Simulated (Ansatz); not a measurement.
## Au in Ansatz: the effect of target pressure

The system is Au.

```
Au
1.0
     0.00000    2.03500    2.03500
     2.03500    0.00000    2.03500
     2.03500    2.03500    0.00000
Au
1
Cartesian
  0.0000 0.0000 0.0000
```

Alike in all runs:

```yaml
Program: Ansatz 0.2.0
Task: relaxation of cell and atoms
Functional: PBEsol
Potentials_or_basis: Ansatz PAW
Cutoff: "420 eV (not typed: the program's choice for these potentials)"
k_mesh: 11 × 11 × 11
Occupations: fermi-dirac, width 0.05 eV
Spin: no spin polarisation
```

Each run relaxes the cell or the atoms first.

| target pressure | relaxed volume (Å³/atom) |
| --- | --- |
| 0 GPa | 17.01 |
| 2 GPa | 16.83 |
| 5 GPa | 16.57 |
| 10 GPa | 16.19 |
| 20 GPa | 15.57 |
| 30 GPa | ? |

Q: What does the run with target pressure 30 GPa give?

A: Relaxed volume 15.06 Å³/atom.

Worked out: In Murnaghan's law V^(-B') rises as a straight line in P. The other rows fit best with B' = 5.4, V0 = 17.01 Å³/atom and B0 = 176 GPa, which gives 15.08 Å³/atom at 30 GPa, against the run's 15.06.

Caveats: the plane-wave basis is chosen anew once the cell has moved, so the energies of steps on either side of that aren't comparable; the PAW data sets come from PBE, with cores solved anew for the run's functional, which leaves a small shift of forces and pressure.

Runs at the PBE level aren't shown here.
